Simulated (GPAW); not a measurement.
# Ga (I4/mmm) in GPAW: further runs, part 2 of 3

GPAW 26.7.0. Earlier steps stand in the parts before.

**4. Optical spectrum, AM05**

This run uses another cell than the first one, of 17.72 Å³/atom, 1.042 times its volume.

File run.py:

```python
from ase.dft.bandgap import bandgap
from ase.io import read, write
from gpaw import GPAW, PW, setup_paths
from gpaw.response.df import DielectricFunction

setup_paths.insert(0, '.')

atoms = read('POSCAR')

calc = GPAW(mode=PW(500),
            xc='AM05',
            kpts={'size': (11, 11, 11), 'gamma': True},
            occupations={'name': 'fermi-dirac', 'width': 0.05},
            nbands=7,
            convergence={'density': 1e-06},
            maxiter=150,
            txt='gpaw.txt')
atoms.calc = calc
energy = atoms.get_potential_energy()
calc.write('gs.gpw')
write('result.traj', atoms)
print(f'Energy: {energy:.6f} eV')
print('Fermi level:', round(calc.get_fermi_level(), 4), 'eV')
print(f'Gap: {bandgap(calc)[0]:.4f} eV, direct: {bandgap(calc, direct=True)[0]:.4f} eV')

dense = calc.fixed_density(kpts={'size': (34, 34, 34), 'gamma': True},
                           nbands=18, convergence={'bands': 12, 'eigenstates': 1e-7},
                           update_fermi_level=True, txt='dense.txt')
dense.write('dense.gpw', mode='all')

df = DielectricFunction('dense.gpw', frequencies={'type': 'nonlinear', 'domega0': 0.05, 'omega2': 10},
                        eta=0.1, ecut=50, nbands=12, rate='eta', txt='df.txt')
for direction in ['x', 'z']:
    df.get_dielectric_function(xc='RPA', direction=direction, filename=f'df_{direction}.csv')
```

File POSCAR:

```
Ga
1.0
   -1.3843987196      1.3843987196      2.3112238365
    1.3843987196     -1.3843987196      2.3112238365
    1.3843987196      1.3843987196     -2.3112238365
Ga
1
Direct
    0.0000000000      0.0000000000      0.0000000000
```

Potentials or basis: PAW data sets generated in the run's folder for this functional, pw.

Run with:

```bash
gpaw-setup -f AM05 Ga
OMP_NUM_THREADS=1 python run.py
```

gpaw.txt:

```text
__  _  _
 | _ |_)|_||  |
 |__||  | ||/\| - 26.7.0

Input parameters:
  mode=PW(ecut=500.0),
  convergence={'density': 1e-06},
  kpts=MonkhorstPack(size=(11, 11, 11), gamma=True),
  maxiter=150,
  nbands=7,
  occupations=Occupations(name='fermi-dirac', width=0.05),
  xc=XC(name='AM05')

Diagonalizing LCAO Hamiltonian
Converting LCAO to pw mode

       Ga

Atoms  # Å, Bohr magnetons
|   | symbol |        x |        y |        z |    initial magnetic moments |
|---|--------|----------|----------|----------|-----------------------------|
| 0 |     Ga | 0.000000 | 0.000000 | 0.000000 | ( 0.0000,  0.0000,  0.0000) |

Unit cell  # Å
| periodic |         x |         y |         z |  lengths |     angles |
|----------|-----------|-----------|-----------|----------|------------|
|      yes | -1.384399 |  1.384399 |  2.311224 | 3.029006 | 125.606528 |
|      yes |  1.384399 | -1.384399 |  2.311224 | 3.029006 | 125.606528 |
|      yes |  1.384399 |  1.384399 | -2.311224 | 3.029006 |  80.535805 |

Number of symmetries: 16
Symmetry operations  # r_c * U_cc + t_c -> r_c
|    | kind |            matrix            |
|----|------|------------------------------|
|  0 |  σ   |  1, 1, 1,  0, 0,-1,  0,-1, 0 |
|  1 |  C4  |  1, 1, 1,  0, 0,-1, -1, 0, 0 |
|  2 |  E   |  1, 0, 0,  0, 1, 0,  0, 0, 1 |
|  3 |  σ   |  1, 0, 0,  0, 1, 0, -1,-1,-1 |
|  4 |  σ   |  0, 1, 0,  1, 0, 0,  0, 0, 1 |
|  5 |  C2  |  0, 1, 0,  1, 0, 0, -1,-1,-1 |
|  6 |  C2  |  0, 0, 1, -1,-1,-1,  1, 0, 0 |
|  7 |  S4  |  0, 0, 1, -1,-1,-1,  0, 1, 0 |
|  8 |  C4  |  0, 0,-1,  1, 1, 1,  0,-1, 0 |
|  9 |  σ   |  0, 0,-1,  1, 1, 1, -1, 0, 0 |
| 10 |  σ   |  0,-1, 0, -1, 0, 0,  1, 1, 1 |
| 11 |  C2  |  0,-1, 0, -1, 0, 0,  0, 0,-1 |
[... 85 lines left out ...]
  Pratt-step length: 0.05
  Maximum mixing coefficient: 0.75
  Old densities: 10
  SVD Regularization: 0.005
  Good broyden scale: 1.0
  Trust region scale: 1.0
  Backstep threshold: 4.0
  History deletion threshold: 6.0
  Fourier metric: weight=20.0, sigma=0.015

occupation numbers:
  Fermi-Dirac:
    width: 0.0500  # eV

poisson solver:
  ecut: 4000.0  # eV

xc functional:
  name: AM05 with 2 nearest neighbor stencil

convergence criteria:
- Maximum integral of absolute [dens]ity change: 1e-06 electrons / valence electron
- Maximum [total energy] change in last 3 cyles: 0.0005 eV / valence electron
- Maximum integral of absolute [eigenst]ate change: 4e-08 eV^2 / valence electron
maximum number of iterations: 150

SCF iterations
|iter     | |      energy | eigst |  dens |
|---------|-|-------------|-------|-------|
|iter:   1| |   -3.112652 | -0.95 |       |
|iter:   2| |   -3.111484 | -3.47 | -1.03 |
|iter:   3| |   -3.100659 | -3.59 | -1.05 |
|iter:   4| |   -3.099757 | -4.40 | -1.61 |
|iter:   5| |   -3.099752c| -5.94 | -2.98 |
|iter:   6| |   -3.099751c| -6.74 | -3.40 |
|iter:   7| |   -3.099751c| -8.25c| -4.63 |
|iter:   8| |   -3.099751c| -9.06c| -5.10 |
|iter:   9| |   -3.099751c|-10.01c| -6.51c|

Converged in 9 steps
Energy contributions relative to reference atoms: (reference = -52812.443164)

Energy contributions:
  Kinetic:           9.442301
  Coulomb:          -7.426761
  Zero:              0.007837
  External:          0.000000
  Xc:               -5.121418
  Entropy:          -0.003421
  Spinorbit:         0.000000
  ----------------------------
  Free energy:      -3.101462
  Extrapolated:     -3.099751

dipole moment: (-3.564549, -3.564549, -5.950938)  # |e|*Ang

Fermi level: 6.742
Eigenvalues  # (at kpt = [0.000, 0.000, 0.000])
| band index |      eig [eV] | occ [0-2] |
|------------|---------------|-----------|
|          0 |        -4.806 |     2.000 |
|          1 |        19.514 |     0.000 |
|          2 |        19.832 |     0.000 |
|          3 |        19.832 |     0.000 |
|          4 |        21.603 |     0.000 |
|          5 |        22.609 |     0.000 |
|          6 |        22.611 |     0.000 |

No gap
No difference between direct/indirect transitions
# Writing to gs.gpw (mode='')
```

stdout:

```text
Energy: -3.099751 eV
Fermi level: 6.7425 eV
Gap: 0.0000 eV, direct: 0.0000 eV
```

df.txt:

```text
NonLinearFrequencyDescriptor(from 0.000 to 46.146 eV, 318 points)
NonLinearFrequencyDescriptor(from 0.000 to 46.146 eV, 318 points)

Calculating chi0 body with:
    Ground state adapter containing:
    Number of spins: 1
    Number of kpoints: 39304
    Number of irreducible kpoints: 2844
    Number of completely occupied states: 0
    Number of partially occupied states: 3

    Linear response parametrization:
    q_c: [0.0, 0.0, 0.0]
    Number of frequency points: 318
[... 42 lines left out ...]
    Number of spins: 1
    Number of kpoints: 39304
    Number of irreducible kpoints: 2844
    Number of completely occupied states: 0
    Number of partially occupied states: 3

Symmetries of q_c:
    Direct symmetries (Uq -> q): 16
    Indirect symmetries (TUq -> q): 0
In total 16 allowed symmetries.

Integral kind: intraband
Plasma frequency:
[[12.47+0.j  0.  +0.j  0.  +0.j]
 [ 0.  +0.j 12.47+0.j  0.  +0.j]
 [ 0.  -0.j  0.  -0.j 12.19+0.j]]

Finished calculating chi0
```

It took 4.9 min on 1 thread of Arm Neoverse V1, shared host; peak memory 0.92 GiB.

Results:

```
Free energy            : -3.1015 eV
Band gap on the k mesh : none (metal or under the smearing width)
```

Dielectric function (mean over the directions given):
```tsv
energy (eV)	real part	imaginary part
0.88	-147.58	77.87
1.77	-64.01	26.36
2.79	-27.41	6.42
3.69	-15.53	2.77
4.65	-9.43	1.45
5.68	-5.96	0.79
6.55	-4.26	0.50
7.55	-2.96	0.31
8.52	-2.09	0.21
9.47	-1.49	0.15
10.46	-1.04	0.12
11.31	-0.74	0.09
12.30	-0.47	0.08
13.36	-0.24	0.07
14.22	-0.09	0.07
15.26	0.05	0.06
16.36	0.17	0.05
17.36	0.27	0.05
18.58	0.36	0.05
19.87	0.44	0.04
```

Caveat: the intraband term hangs on this k mesh; the long-wavelength limit can be off by a per cent or two; independent-particle spectra lack excitons.

**5. Optical spectrum, PBEsol**

This run uses another cell than the first one, of 17.72 Å³/atom, 1.042 times its volume.

run.py, as its differences from that of step 4:

```diff
@@ -10,3 +10,3 @@
 calc = GPAW(mode=PW(500),
-            xc='AM05',
+            xc='PBEsol',
             kpts={'size': (11, 11, 11), 'gamma': True},
```

POSCAR is that of step 4.

Potentials or basis: PAW data sets generated in the run's folder for this functional, pw.

Run with:

```bash
gpaw-setup -f PBEsol Ga
OMP_NUM_THREADS=1 python run.py
```

gpaw.txt:

```text
__  _  _
 | _ |_)|_||  |
 |__||  | ||/\| - 26.7.0

Input parameters:
  mode=PW(ecut=500.0),
  convergence={'density': 1e-06},
  kpts=MonkhorstPack(size=(11, 11, 11), gamma=True),
  maxiter=150,
  nbands=7,
  occupations=Occupations(name='fermi-dirac', width=0.05),
  xc=XC(name='PBEsol')

Diagonalizing LCAO Hamiltonian
Converting LCAO to pw mode

       Ga

Atoms  # Å, Bohr magnetons
|   | symbol |        x |        y |        z |    initial magnetic moments |
|---|--------|----------|----------|----------|-----------------------------|
| 0 |     Ga | 0.000000 | 0.000000 | 0.000000 | ( 0.0000,  0.0000,  0.0000) |

Unit cell  # Å
| periodic |         x |         y |         z |  lengths |     angles |
|----------|-----------|-----------|-----------|----------|------------|
|      yes | -1.384399 |  1.384399 |  2.311224 | 3.029006 | 125.606528 |
|      yes |  1.384399 | -1.384399 |  2.311224 | 3.029006 | 125.606528 |
|      yes |  1.384399 |  1.384399 | -2.311224 | 3.029006 |  80.535805 |

Number of symmetries: 16
Symmetry operations  # r_c * U_cc + t_c -> r_c
|    | kind |            matrix            |
|----|------|------------------------------|
|  0 |  σ   |  1, 1, 1,  0, 0,-1,  0,-1, 0 |
|  1 |  C4  |  1, 1, 1,  0, 0,-1, -1, 0, 0 |
|  2 |  E   |  1, 0, 0,  0, 1, 0,  0, 0, 1 |
|  3 |  σ   |  1, 0, 0,  0, 1, 0, -1,-1,-1 |
|  4 |  σ   |  0, 1, 0,  1, 0, 0,  0, 0, 1 |
|  5 |  C2  |  0, 1, 0,  1, 0, 0, -1,-1,-1 |
|  6 |  C2  |  0, 0, 1, -1,-1,-1,  1, 0, 0 |
|  7 |  S4  |  0, 0, 1, -1,-1,-1,  0, 1, 0 |
|  8 |  C4  |  0, 0,-1,  1, 1, 1,  0,-1, 0 |
|  9 |  σ   |  0, 0,-1,  1, 1, 1, -1, 0, 0 |
| 10 |  σ   |  0,-1, 0, -1, 0, 0,  1, 1, 1 |
| 11 |  C2  |  0,-1, 0, -1, 0, 0,  0, 0,-1 |
| 12 |  C2  | -1, 0, 0,  0,-1, 0,  1, 1, 1 |
[... 86 lines left out ...]
  Old densities: 10
  SVD Regularization: 0.005
  Good broyden scale: 1.0
  Trust region scale: 1.0
  Backstep threshold: 4.0
  History deletion threshold: 6.0
  Fourier metric: weight=20.0, sigma=0.015

occupation numbers:
  Fermi-Dirac:
    width: 0.0500  # eV

poisson solver:
  ecut: 4000.0  # eV

xc functional:
  name: PBEsol with 2 nearest neighbor stencil

convergence criteria:
- Maximum integral of absolute [dens]ity change: 1e-06 electrons / valence electron
- Maximum [total energy] change in last 3 cyles: 0.0005 eV / valence electron
- Maximum integral of absolute [eigenst]ate change: 4e-08 eV^2 / valence electron
maximum number of iterations: 150

SCF iterations
|iter     | |      energy | eigst |  dens |
|---------|-|-------------|-------|-------|
|iter:   1| |   -3.346833 | -0.95 |       |
|iter:   2| |   -3.345749 | -3.45 | -1.06 |
|iter:   3| |   -3.335972 | -3.62 | -1.08 |
|iter:   4| |   -3.335217 | -4.33 | -1.64 |
|iter:   5| |   -3.335214c| -5.90 | -2.91 |
|iter:   6| |   -3.335214c| -6.69 | -3.37 |
|iter:   7| |   -3.335214c| -8.17c| -4.60 |
|iter:   8| |   -3.335214c| -9.19c| -5.08 |
|iter:   9| |   -3.335214c|-10.05c| -6.44c|

Converged in 9 steps
Energy contributions relative to reference atoms: (reference = -52844.435394)

Energy contributions:
  Kinetic:          10.020012
  Coulomb:          -7.975996
  Zero:              0.004639
  External:          0.000000
  Xc:               -5.382155
  Entropy:          -0.003428
  Spinorbit:         0.000000
  ----------------------------
  Free energy:      -3.336928
  Extrapolated:     -3.335214

dipole moment: (-3.568509, -3.568509, -5.957549)  # |e|*Ang

Fermi level: 6.703
Eigenvalues  # (at kpt = [0.000, 0.000, 0.000])
| band index |      eig [eV] | occ [0-2] |
|------------|---------------|-----------|
|          0 |        -4.842 |     2.000 |
|          1 |        19.419 |     0.000 |
|          2 |        19.756 |     0.000 |
|          3 |        19.756 |     0.000 |
|          4 |        21.563 |     0.000 |
|          5 |        22.580 |     0.000 |
|          6 |        22.582 |     0.000 |

No gap
No difference between direct/indirect transitions
# Writing to gs.gpw (mode='')
```

df.txt:

```text
NonLinearFrequencyDescriptor(from 0.000 to 46.146 eV, 318 points)
NonLinearFrequencyDescriptor(from 0.000 to 46.146 eV, 318 points)

Calculating chi0 body with:
    Ground state adapter containing:
    Number of spins: 1
    Number of kpoints: 39304
    Number of irreducible kpoints: 2844
    Number of completely occupied states: 0
    Number of partially occupied states: 3

    Linear response parametrization:
    q_c: [0.0, 0.0, 0.0]
    Number of frequency points: 318
[... 42 lines left out ...]
    Number of spins: 1
    Number of kpoints: 39304
    Number of irreducible kpoints: 2844
    Number of completely occupied states: 0
    Number of partially occupied states: 3

Symmetries of q_c:
    Direct symmetries (Uq -> q): 16
    Indirect symmetries (TUq -> q): 0
In total 16 allowed symmetries.

Integral kind: intraband
Plasma frequency:
[[12.37+0.j  0.  -0.j  0.  +0.j]
 [ 0.  -0.j 12.37+0.j  0.  -0.j]
 [ 0.  +0.j  0.  -0.j 12.17-0.j]]

Finished calculating chi0
```

It took 4.8 min on 1 thread of Arm Neoverse V1, shared host; peak memory 0.92 GiB.

Results:

```
Free energy            : -3.3369 eV
Band gap on the k mesh : none (metal or under the smearing width)
```

Dielectric function (mean over the directions given):
```csv
energy (eV),real part,imaginary part
0.88,-146.29,73.94
1.26,-87.69,58.81
1.77,-63.25,27.08
2.30,-37.98,12.33
2.66,-29.66,7.92
3.17,-20.37,4.74
3.69,-15.43,2.82
4.16,-11.79,2.13
4.51,-9.93,1.67
5.01,-7.84,1.18
5.53,-6.32,0.86
5.91,-5.46,0.70
6.39,-4.49,0.54
6.87,-3.77,0.43
7.38,-3.12,0.34
7.81,-2.68,0.29
8.25,-2.29,0.24
8.80,-1.89,0.20
9.18,-1.65,0.17
9.66,-1.38,0.14
10.16,-1.15,0.13
10.67,-0.95,0.11
11.09,-0.81,0.10
11.52,-0.67,0.09
12.08,-0.52,0.09
12.42,-0.43,0.08
12.88,-0.32,0.07
13.48,-0.21,0.07
13.97,-0.12,0.07
14.35,-0.07,0.07
14.86,0.00,0.06
15.39,0.07,0.06
15.80,0.12,0.06
16.36,0.17,0.05
16.93,0.23,0.05
17.51,0.28,0.05
17.96,0.32,0.05
18.58,0.36,0.05
19.22,0.41,0.04
19.87,0.44,0.05
```

Caveat: the intraband term hangs on this k mesh; the long-wavelength limit can be off by a per cent or two; independent-particle spectra lack excitons.

(Continued in part 3 of 3.)
